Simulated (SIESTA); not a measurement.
# KBr under changes of volume

One of the cells (35.937 Å³/atom); the others are scaled copies at fixed shape and fractional positions:

```
Br K
1.0
     0.00000    3.30000    3.30000
     3.30000    0.00000    3.30000
     3.30000    3.30000    0.00000
Br K
1 1
Direct
  0.50000 0.50000 0.50000
  0.00000 0.00000 0.00000
```

* Program: SIESTA 5.4.2
* Functional: LDA
* Potentials or basis: PseudoDojo 0.4 standard (LDA files)
* Basis: DZP (energy shift 0.003 Ry; two zetas on semicore shells; d shell added on K)
* Grid cutoff: 800 Ry
* Energy shift: 0.003 Ry
* k mesh: 7 × 7 × 7
* Occupations: fermi-dirac, width 0.05 eV
* Spin: no spin polarisation

```csv
volume (Å³/atom),energy over the lowest point (meV/atom),pressure (GPa),gap on the mesh (eV)
33.781,0.00,-0.7,4.30
34.500,4.04,-1.1,4.24
35.218,9.43,-1.3,4.18
35.937,16.04,-1.6,4.13
36.656,23.71,-1.8,4.08
37.374,32.37,-2.0,4.03
38.093,?,?,?
```

Question: What does the run at 38.093 Å³/atom give?

Answer: Energy over the lowest point 41.82 meV/atom; pressure -2.2 GPa; gap on the mesh 3.98 eV.

Worked out: A Birch-Murnaghan fit of order 3 (a polynomial in V^(-2/3)) to the other rows has no minimum within the range. It gives 41.90 meV/atom at 38.093 Å³/atom, against the run's 41.82, and -dE/dV = -2.2 GPa, against -2.2. A straight line through the other rows of the gap, of slope -2.66 eV per unit of ln V (its deformation potential), extrapolates to 3.98 eV, against the run's 3.98.

Energies are extrapolated to zero smearing.

Caveats: the basis of atomic orbitals isn't converged, which shifts pressures, moduli and gaps; an odd mesh through Γ misses points on the zone boundary, where band edges often lie (some runs).

Spin-orbit coupling on Br is left out.
